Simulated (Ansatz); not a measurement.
**CdTe under changes of volume**

One of the cells (32.922 Å³/atom); the others are scaled copies at fixed shape and fractional positions:

```
Te Cd
1.0
     0.00000    3.20500    3.20500
     3.20500    0.00000    3.20500
     3.20500    3.20500    0.00000
Te Cd
1 1
Direct
  0.75000 0.75000 0.75000
  0.00000 0.00000 0.00000
```

- Program: Ansatz 0.2.0
- Functional: PBEsol
- Potentials or basis: Ansatz PAW
- Cutoff: 420 eV (not typed: the program's choice for these potentials)
- k mesh: 7 × 7 × 7
- Occupations: fermi-dirac, width 0.05 eV
- Spin: spin-orbit coupling, no magnetisation

```tsv
volume (Å³/atom)	energy over the lowest point (meV/atom)	pressure (GPa)	gap on the mesh (eV)
30.947	?	?	?
31.605	28.75	3.9	0.60
32.263	15.26	2.7	0.54
32.922	6.29	1.7	0.48
33.580	1.34	0.8	0.43
34.239	0.00	-0.1	0.37
34.897	1.86	-0.8	0.32
```

**Question.** What does the run at 30.947 Å³/atom give?

**Answer.** Energy over the lowest point 47.28 meV/atom; pressure 5.2 GPa; gap on the mesh 0.67 eV.

Worked out: A Birch-Murnaghan fit of order 3 (a polynomial in V^(-2/3)) to the other rows has its minimum at 34.17 Å³/atom with B0 = V·E''(V) = 41 GPa and B' = 4.9. It gives 47.30 meV/atom at 30.947 Å³/atom, against the run's 47.28, and -dE/dV = 5.2 GPa, against 5.2. A straight line through the other rows of the gap, of slope -2.83 eV per unit of ln V (its deformation potential), extrapolates to 0.66 eV, against the run's 0.67.

Energies are extrapolated to zero smearing.

Caveats: odd divisions of the mesh miss points on the zone boundary, where band edges often lie, so the gap on the mesh can be too wide; the PAW data sets come from PBE, with cores solved anew for the run's functional, which leaves a small shift of forces and pressure.
